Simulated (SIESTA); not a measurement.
Hf under changes of volume

One of the cells (21.882 Å³/atom); the others are scaled copies at fixed shape and fractional positions:

```
Hf
1.0
     0.00000    2.22000    2.22000
     2.22000    0.00000    2.22000
     2.22000    2.22000    0.00000
Hf
1
Direct
  0.00000 0.00000 0.00000
```

This isn't the form of Hf at room conditions, which is hcp.

* Program: SIESTA 5.4.2
* Functional: LDA
* Potentials or basis: PseudoDojo 0.4 standard (LDA files)
* Basis: DZP (energy shift 0.003 Ry; two zetas on semicore shells)
* Grid cutoff: 800 Ry
* Energy shift: 0.003 Ry
* k mesh: 10 × 10 × 10
* Occupations: fermi-dirac, width 0.05 eV
* Spin: no spin polarisation

```csv
volume (Å³/atom),energy over the lowest point (meV/atom),pressure (GPa)
20.569,0.91,1.7
21.007,0.00,-1.0
21.444,?,?
21.882,19.13,-5.8
22.320,38.01,-7.9
22.757,62.34,-9.7
23.195,91.64,-11.4
```

Task: What does the run at 21.444 Å³/atom give?

Result: Energy over the lowest point 6.25 meV/atom; pressure -3.6 GPa.

Worked out: A Birch-Murnaghan fit of order 3 (a polynomial in V^(-2/3)) to the other rows has its minimum at 20.84 Å³/atom with B0 = V·E''(V) = 130 GPa and B' = 3.4. It gives 6.27 meV/atom at 21.444 Å³/atom, against the run's 6.25, and -dE/dV = -3.5 GPa, against -3.6.

Energies are extrapolated to zero smearing.

Caveats: short orbitals over semicore shells can move pressures by several GPa; the basis of atomic orbitals isn't converged, which shifts pressures, moduli and gaps.
